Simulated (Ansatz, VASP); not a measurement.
BaTiO3 in VASP and in Ansatz

Contents of INCAR:

```
PREC = Accurate
ENCUT = 520
EDIFF = 1E-6
ISMEAR = -1
SIGMA = 0.05
LREAL = False
LASPH = True
NELM = 100
ALGO = Normal
ISIF = 2
LWAVE = False
LCHARG = False
GGA = PS
NBANDS = 28
```

KPOINTS

```
Automatic mesh
0
Gamma
  7 7 7
```

The input POSCAR:

```
BaTiO3
1.0
    3.9791132838      0.0000000000      0.0000000000
    0.0000000000      3.9791132838      0.0000000000
    0.0000000000      0.0000000000      3.9791132838
Ba Ti O
1 1 3
Direct
    0.5000000000      0.5000000000      0.5000000000
    0.0000000000      0.0000000000      0.0000000000
    0.0000000000      0.0000000000      0.5000000000
    0.0000000000      0.5000000000      0.0000000000
    0.5000000000      0.0000000000      0.0000000000
```

Contents of input.yaml:

```yaml
crystal:
  lattice:
    - [3.9791132838, 0.0, 0.0]
    - [0.0, 3.9791132838, 0.0]
    - [0.0, 0.0, 3.9791132838]
  atoms:
    - { symbol: Ba, position: [0.5, 0.5, 0.5] }
    - { symbol: Ti, position: [0.0, 0.0, 0.0] }
    - { symbol: O, position: [0.0, 0.0, 0.5] }
    - { symbol: O, position: [0.0, 0.5, 0.0] }
    - { symbol: O, position: [0.5, 0.0, 0.0] }
hamiltonian:
  xc: pbesol
  pseudopotentials: { kind: paw }
kpoints:
  mp_grid: { grid: [7, 7, 7] }
scf:
  occupations: { method: fermi_dirac, width: 0.05 }
output:
  forces: true
  stress: true
  eigenvalues: true
  write_density: true
  write_potential: true
  elf: true
  volumetric_format: npy
```

Alike in both runs: task single point; functional PBEsol; k mesh 7 × 7 × 7; occupations fermi-dirac, width 0.05 eV; no spin polarisation.

|  | VASP | Ansatz |
| --- | --- | --- |
| version | VASP 6.6.1 | Ansatz 0.2.0 |
| potentials or method | VASP PAW PBE potentials, release 64 (Ba_sv, Ti_sv, O) | Ansatz PAW |
| plane-wave cutoff (eV) | 520 | 420 |
| valence electrons in the cell | 40 | 40 |

VASP gave:

| Quantity | Value |
| --- | --- |
| gap on the k mesh at the Fermi level (eV) | 1.80 |
| least direct gap on the mesh (eV) | 1.86 |
| pressure (GPa) | 0.7 |

Task: Estimate Ansatz's values.

Result: gap on the k mesh at the Fermi level (eV): 1.87; least direct gap on the mesh (eV): 1.89; pressure (GPa): -1.2.

Caveats: spin-orbit coupling is left out, which moves the levels of the heavy elements; the PAW data sets were made with another functional, which shifts forces and pressure a little (VASP); an odd mesh through Γ misses points on the zone boundary, where band edges often lie (VASP); odd divisions of the mesh miss points on the zone boundary, where band edges often lie, so the gap on the mesh can be too wide (Ansatz); the pressure holds a Pulay correction of +0.6 GPa for the finite cutoff (Ansatz); the PAW data sets come from PBE, with cores solved anew for the run's functional, which leaves a small shift of forces and pressure (Ansatz). Expect the measured gap to be larger: semilocal functionals such as PBEsol lack the derivative discontinuity.
